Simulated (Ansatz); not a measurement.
# Ti2C (R-3m) in Ansatz: further runs

One crystal, Ti2C, is run at these levels: PBEsol; tasks: single point.

Program: Ansatz 0.2.0. These are calculated values, not measurements. Logs are shortened: lines on timing, memory, paths and dates and some standing lists are left out, and cuts for length are marked.

**1. Starting point**

Symmetry: R-3m, No. 166, trigonal system. Conventional cell: a = 3.081 Å, b = 3.081 Å, c = 14.441 Å, α = 90.00°, β = 90.00°, γ = 120.00°. Ti (site symmetry 3m) has 3 C at 2.11 Å as nearest neighbours. C (site symmetry -3m) is surrounded by 6 Ti at 2.11 Å.

The cell comes from a database or a generator and needn't be the stable form of this composition.

**2. Single point, PBEsol, 12.40 Å³/atom (volume scaled by 0.94)**

The input, input.yaml:

```yaml
crystal:
  lattice:
    - [1.5092465358, 0.8713638937, 4.7155020782]
    - [-1.5092465358, 0.8713638937, 4.7155020782]
    - [0.0, -1.7427277875, 4.7155020782]
  atoms:
    - { symbol: Ti, position: [0.75450217, 0.75450217, 0.75450217] }
    - { symbol: Ti, position: [0.24549783, 0.24549783, 0.24549783] }
    - { symbol: C, position: [0.5, 0.5, 0.5] }
kpoints:
  mp_grid: { grid: [10, 10, 10] }
scf:
  occupations: { method: fermi_dirac, width: 0.05 }
hamiltonian:
  xc: pbesol
  pseudopotentials: { kind: all_electron, lapw: { basis_error: 0.001 } }
output:
  forces: true
  stress: true
  eigenvalues: true
```

Potentials or basis: all-electron LAPW, scalar-relativistic.

Run with:

```sh
> ansatz run input.yaml --threads 2 --pin off --max-ram 8192MiB --backend cpu --events-out ev --progress --plain --runs-dir out
```

Standard output:

```text
Warning: RAYON_NUM_THREADS=2 ignored (pool sized by the plan → 2); use --threads N
LAPW: plane waves up to 9.388 Å⁻¹, error target 1.0e-3 eV per atom; small_component_spin mean_spin; C in spheres of 0.904 Å, 6 of its electrons in bands, Dirac shells []; Ti in spheres of 1.165 Å, 18 of its electrons in bands, Dirac shells [] (how accurate: hamiltonian.pseudopotentials.lapw.basis_error, Limitations)
Engine: ansatz 0.2.0, x86_64-unknown-linux-gnu
Pseudopotentials: kind: all_electron
Pseudopotential: Ti, LAPW, valence charge 18, lapw/all_electron/scalar/gaussian/Ti, Koelling and Harmon's equation, gaussian nucleus
Pseudopotential: C, LAPW, valence charge 6, lapw/all_electron/scalar/gaussian/C, Koelling and Harmon's equation, gaussian nucleus
Functional definition: PBEsol
  exchange = pbesol_x
  correlation = pbesol_c
Crystal: 3 atoms, lattice volume = 37.208 Å³
Basis set: ecut = 335.80363071987904 eV, 537 PW (Γ), FFT grids on a1−a3, a2−a3, a3, exchange–correlation at level 2
Bands: 26, of which v1, the nominal top of the filled ones, is band 21 counted from 1 (20 counted from 0)
Symmetry: 12 space group operations
Space group: R-3m (ITA 166), of the structure as read, at distance tolerance 3.3e-5 Å
k-points: 116 of 1000
Non-local potential: Ti, projectors of the file, none
Non-local potential: C, projectors of the file, none
Initial density: superposition of atomic densities (chi_scale 0.1, normalization cell, long waves kept (reshape's long-wave potential 0.03 eV rms))
Initial wavefunctions: plane waves of lowest kinetic energy (no species holds an atomic orbital)
Functional: x = pbesol(κ = 0.804, μ = 0.12345679012345678), c = pbesol(β = 0.046)
iter 1 solved again at ethr=2.86e-2 eV; its pass at ethr=1.00e-1 eV (dr2=1.20e1 eV) is discarded
SCF iter   1: F=—  HF=-47453.672185 eV  |F-HF|=—  |Δ(HF+E_count)|=         —  Δρ=1.31e-1  dr2=1.20e1  ethr=2.86e-2  ⟨swp⟩=2.0  Hψ=18861  notcnv=0
preconditioner: auto → Kerker (q_TF=auto, 2.784 Å⁻¹)  [metal: Δε(μ)=0.037 eV  Ē_g=7.767 eV  σ=0.050 eV  W_gap=0.18  n_scr=16 (ndim 8)  ℏωp=21.1 eV  f_vac=0.000  D(μ)=1.02/eV (n_scr^D=2)]
iter 2 solved again at ethr=2.34e-3 eV; its pass at ethr=2.86e-2 eV (dr2=9.81e-1 eV) is discarded
SCF iter   2: F=—  HF=-47450.303820 eV  |F-HF|=—  |Δ(HF+E_count)|=    3.37e0  Δρ=2.87e-2  dr2=9.78e-1  ethr=2.34e-3  ⟨swp⟩=2.0  Hψ=15940  notcnv=0
SCF iter   3: F=—  HF=-47450.103052 eV  |F-HF|=—  |Δ(HF+E_count)|=   2.01e-1  Δρ=2.98e-2  dr2=1.09e0  ethr=2.33e-3  ⟨swp⟩=2.1  Hψ=8944  notcnv=0
SCF iter   4: F=—  HF=-47449.938484 eV  |F-HF|=—  |Δ(HF+E_count)|=         —  Δρ=1.00e-2  dr2=1.34e-1  ethr=2.33e-3  ⟨swp⟩=2.1  Hψ=8826  notcnv=0
the basis was enlarged: its passes take 308.2 KiB over the memory plan, 2 of 2 planned eigensolver slots
SCF iter   5: F=—  HF=-47449.863583 eV  |F-HF|=—  |Δ(HF+E_count)|=   7.49e-2  Δρ=4.42e-3  dr2=9.36e-3  ethr=3.19e-4  ⟨swp⟩=3.0  Hψ=10311  notcnv=0
SCF iter   6: F=—  HF=-47449.858882 eV  |F-HF|=—  |Δ(HF+E_count)|=   4.70e-3  Δρ=1.55e-3  dr2=2.89e-3  ethr=2.23e-5  ⟨swp⟩=3.0  Hψ=9651  notcnv=0
SCF iter   7: F=—  HF=-47449.858033 eV  |F-HF|=—  |Δ(HF+E_count)|=   8.49e-4  Δρ=3.50e-4  dr2=9.41e-5  ethr=6.88e-6  ⟨swp⟩=3.0  Hψ=9411  notcnv=0
SCF iter   8: F=—  HF=-47449.857993 eV  |F-HF|=—  |Δ(HF+E_count)|=   3.97e-5  Δρ=8.26e-5  dr2=2.38e-6  ethr=2.24e-7  ⟨swp⟩=3.0  Hψ=9815  notcnv=0
SCF iter   9: F=—  HF=-47449.857993 eV  |F-HF|=—  |Δ(HF+E_count)|=   6.37e-7  Δρ=4.03e-5  dr2=8.75e-7  ethr=5.68e-9  ⟨swp⟩=3.0  Hψ=9446  notcnv=0
SCF iter  10: F=-47449.857992 eV  HF=-47449.857993 eV  |F-HF|=3.92e-8  |Δ(HF+E_count)|=   2.15e-7  Δρ=1.05e-5  dr2=5.36e-8  ethr=2.08e-9  ⟨swp⟩=2.0  Hψ=9100  notcnv=0
SCF 1 converged in 10 iterations: F = -47449.857992 eV  dr2 = 5.36e-8
SCF converged after 10 iterations
Free energy (F): -47449.857992 eV
Harris-Foulkes:  -47449.857993 eV  (|F-HF|=3.92e-8)
Internal energy: -47449.842661 eV  (E = F + TS)
E sigma→0 (E₀):  -47449.850327 eV
Entropy (-TS):   -0.015332 eV (-5.111 meV/atom)
Fermi energy:    14.577249 eV
--- Per-component energies (eV) ---
  E_band       = -5828.247208
  E_kinetic    = 47892.714618
  E_xc         = -2388.610672
  E_electrostatic = -92953.946606  (all electrons and nuclei)
  E_smearing   = -0.015332  (= −TS)
  E_closure    = 0.000000  (closes the sum)
  E_atoms      = -47423.677353  (free atoms, spherical and without spin; not in F)
  Σ components = -47449.857992   (vs F -47449.857992, Δ=0.00e0)
  Basis errors (estimates in eV, not in F): energy 3.4e-4 per atom: plane waves 3.1e-4 (1.8e-4 summed), levels above the bands 3.1e-23, relativity 1.3e-8, radial functions 3.4e-5, core shells 9.2e-7; eigenvalues (radial functions only) 3.1e-6; not estimated: angular momenta, meshes, grids; target (lapw.basis_error) 1.0e-3; muffin-tin radii C 0.904 Å, Ti 1.165 Å
--- Forces (eV/Å), atoms counted from 1 ---
  atom   1  Ti     0.00000000     0.00000000    -0.53005299
  atom   2  Ti     0.00000000    -0.00000000     0.53005299
  atom   3  C     -0.00000000     0.00000000     0.00000000
  max |Σ_I F_I| component: 9.25e-18 eV/Å
--- Stress (GPa, compression-positive) ---
        7.731108       0.000000       0.000000
        0.000000       7.731108      -0.000000
        0.000000      -0.000000       7.895543
  P = ⅓ Tr σ = 7.7859 GPa (77.859 kbar)
--- Band table (eV; the first three rows and the last of 116) ---
  k-point 0: bands = ["-423.0613", "-423.0613", "-423.0251", "-423.0251", "-423.0251", "-423.0251", "-248.6764", "-41.7428", "-41.6084", "-18.5189", "-17.8851", "-17.8851", "-17.8114", "-17.7915", "-17.7915", "3.0943", "9.4889", "11.8752", "11.8752", "12.6325", "15.0825", "15.0825", "15.6524", "16.6826", "16.6826", "17.8548"]
  k-point 1: bands = ["-423.0613", "-423.0613", "-423.0251", "-423.0251", "-423.0251", "-423.0251", "-248.6764", "-41.7341", "-41.6060", "-18.4976", "-17.9278", "-17.8949", "-17.8336", "-17.8192", "-17.8006", "3.2446", "9.6862", "11.3571", "11.9177", "12.9914", "14.8967", "15.1994", "15.7254", "16.2880", "16.7132", "17.8295"]
  k-point 2: bands = ["-423.0613", "-423.0613", "-423.0251", "-423.0251", "-423.0251", "-423.0251", "-248.6764", "-41.7102", "-41.6006", "-18.4390", "-18.0357", "-17.9398", "-17.9205", "-17.8481", "-17.8243", "3.6356", "10.2132", "10.6947", "12.0001", "13.1627", "14.4200", "15.5261", "15.5528", "16.0337", "16.8971", "17.7439"]
  k-point 115: bands = ["-423.0613", "-423.0613", "-423.0251", "-423.0251", "-423.0251", "-423.0251", "-248.6764", "-41.7059", "-41.6460", "-18.3000", "-18.0444", "-17.8561", "-17.8561", "-17.8211", "-17.8211", "3.4017", "8.7330", "12.0392", "12.0392", "13.6768", "14.7235", "15.4840", "15.4840", "16.4896", "16.4896", "16.8485"]
```

Run time: 19 s. Hardware: 2 threads of Intel Xeon Platinum 8259CL at 2.50GHz (Skylake/Cascade Lake), shared host; peak memory 0.6 GiB.

What came out:

```
Free energy            : -47449.8580 eV
Pressure               : 7.8 GPa
Largest force          : 0.530 eV/Å
Band gap on the k mesh : none (metal or under the smearing width)
```

**3. Single point, PBEsol, 12.67 Å³/atom (volume scaled by 0.96)**

Edit input.yaml of step 2 so:

```diff
@@ -2,5 +2,5 @@
   lattice:
-    - [1.5092465358, 0.8713638937, 4.7155020782]
-    - [-1.5092465358, 0.8713638937, 4.7155020782]
-    - [0.0, -1.7427277875, 4.7155020782]
+    - [1.5198753828, 0.8775004613, 4.7487109334]
+    - [-1.5198753828, 0.8775004613, 4.7487109334]
+    - [0.0, -1.7550009228, 4.7487109334]
   atoms:
```

Potentials or basis: all-electron LAPW, scalar-relativistic.

Run with:

```sh
> ansatz run input.yaml --threads 2 --pin off --max-ram 8192MiB --backend cpu --events-out ev --progress --plain --runs-dir out
```

Run time: 19 s. Hardware: 2 threads of Intel Xeon Platinum 8259CL at 2.50GHz (Skylake/Cascade Lake), shared host; peak memory 0.58 GiB.

The run converged. Its results:

```yaml
Free_energy: -47449.8850 eV
Pressure: 3.2 GPa
Largest_force: 0.272 eV/Å
Band_gap_on_the_k_mesh: none (metal or under the smearing width)
```

**4. Single point, PBEsol, 12.93 Å³/atom (volume scaled by 0.98)**

Edit input.yaml of step 3 so:

```diff
@@ -2,5 +2,5 @@
   lattice:
-    - [1.5198753828, 0.8775004613, 4.7487109334]
-    - [-1.5198753828, 0.8775004613, 4.7487109334]
-    - [0.0, -1.7550009228, 4.7487109334]
+    - [1.5303576132, 0.8835523799, 4.7814616989]
+    - [-1.5303576132, 0.8835523799, 4.7814616989]
+    - [0.0, -1.7671047599, 4.7814616989]
   atoms:
```

Run with:

```sh
> ansatz run input.yaml --threads 2 --pin off --max-ram 8192MiB --backend cpu --events-out ev --progress --plain --runs-dir out
```

Run time: 19 s. Hardware: 2 threads of Intel Xeon Platinum 8259CL at 2.50GHz (Skylake/Cascade Lake), shared host; peak memory 0.58 GiB.

The run converged. Its results:

| Item | Value |
| --- | --- |
| Free energy | -47449.8904 eV |
| Pressure | -0.9 GPa |
| Largest force | 0.033 eV/Å |
| Band gap on the k mesh | none (metal or under the smearing width) |

**5. Single point, PBEsol, 13.19 Å³/atom**

Edit input.yaml of step 4 so:

```diff
@@ -2,5 +2,5 @@
   lattice:
-    - [1.5303576132, 0.8835523799, 4.7814616989]
-    - [-1.5303576132, 0.8835523799, 4.7814616989]
-    - [0.0, -1.7671047599, 4.7814616989]
+    - [1.540698181, 0.8895225095, 4.8137698526]
+    - [-1.540698181, 0.8895225095, 4.8137698526]
+    - [0.0, -1.7790450191, 4.8137698526]
   atoms:
```

Run with:

```sh
> ansatz run input.yaml --threads 2 --pin off --max-ram 8192MiB --backend cpu --events-out ev --progress --plain --runs-dir out
```

Run time: 20 s. Hardware: 2 threads of Intel Xeon Platinum 8259CL at 2.50GHz (Skylake/Cascade Lake), shared host; peak memory 0.6 GiB.

It converged, with:

| Quantity | Value |
| --- | --- |
| Free energy | -47449.8765 eV |
| Pressure | -4.7 GPa |
| Largest force | 0.187 eV/Å |
| Band gap on the k mesh | none (metal or under the smearing width) |

**6. Single point, PBEsol, 13.46 Å³/atom (volume scaled by 1.02)**

Edit input.yaml of step 5 so:

```diff
@@ -2,5 +2,5 @@
   lattice:
-    - [1.540698181, 0.8895225095, 4.8137698526]
-    - [-1.540698181, 0.8895225095, 4.8137698526]
-    - [0.0, -1.7790450191, 4.8137698526]
+    - [1.5509017776, 0.8954135587, 4.8456500522]
+    - [-1.5509017776, 0.8954135587, 4.8456500522]
+    - [0.0, -1.7908271176, 4.8456500522]
   atoms:
```

Potentials or basis: all-electron LAPW, scalar-relativistic.

Run with:

```sh
> ansatz run input.yaml --threads 2 --pin off --max-ram 8192MiB --backend cpu --events-out ev --progress --plain --runs-dir out
```

It took 20 s on 2 threads of Intel Xeon Platinum 8259CL at 2.50GHz (Skylake/Cascade Lake), shared host; peak memory 0.6 GiB.

The run converged. Its results:

```yaml
Free_energy: -47449.8450 eV
Pressure: -8.0 GPa
Largest_force: 0.391 eV/Å
Band_gap_on_the_k_mesh: none (metal or under the smearing width)
```

**7. Single point, PBEsol, 13.72 Å³/atom (volume scaled by 1.04)**

Edit input.yaml of step 6 so:

```diff
@@ -2,5 +2,5 @@
   lattice:
-    - [1.5509017776, 0.8954135587, 4.8456500522]
-    - [-1.5509017776, 0.8954135587, 4.8456500522]
-    - [0.0, -1.7908271176, 4.8456500522]
+    - [1.5609728505, 0.9012280954, 4.877116194]
+    - [-1.5609728505, 0.9012280954, 4.877116194]
+    - [0.0, -1.8024561909, 4.877116194]
   atoms:
```

Run with:

```sh
> ansatz run input.yaml --threads 2 --pin off --max-ram 8192MiB --backend cpu --events-out ev --progress --plain --runs-dir out
```

It took 20 s on 2 threads of Intel Xeon Platinum 8259CL at 2.50GHz (Skylake/Cascade Lake), shared host; peak memory 0.6 GiB.

Results (log left out):

```
Free energy            : -47449.7977 eV
Pressure               : -11.1 GPa
Largest force          : 0.580 eV/Å
Band gap on the k mesh : none (metal or under the smearing width)
```

**8. Single point, PBEsol, 13.99 Å³/atom (volume scaled by 1.06)**

Edit input.yaml of step 7 so:

```diff
@@ -2,5 +2,5 @@
   lattice:
-    - [1.5609728505, 0.9012280954, 4.877116194]
-    - [-1.5609728505, 0.9012280954, 4.877116194]
-    - [0.0, -1.8024561909, 4.877116194]
+    - [1.5709156208, 0.9069685565, 4.9081814659]
+    - [-1.5709156208, 0.9069685565, 4.9081814659]
+    - [0.0, -1.8139371131, 4.9081814659]
   atoms:
```

Run with:

```sh
> ansatz run input.yaml --threads 2 --pin off --max-ram 8192MiB --backend cpu --events-out ev --progress --plain --runs-dir out
```

Wall time 22 s (2 threads of Intel Xeon Platinum 8259CL at 2.50GHz (Skylake/Cascade Lake), shared host); peak memory 0.6 GiB.

It converged, with:

| Item | Value |
| --- | --- |
| Free energy | -47449.7361 eV |
| Pressure | -13.8 GPa |
| Largest force | 0.754 eV/Å |
| Band gap on the k mesh | none (metal or under the smearing width) |
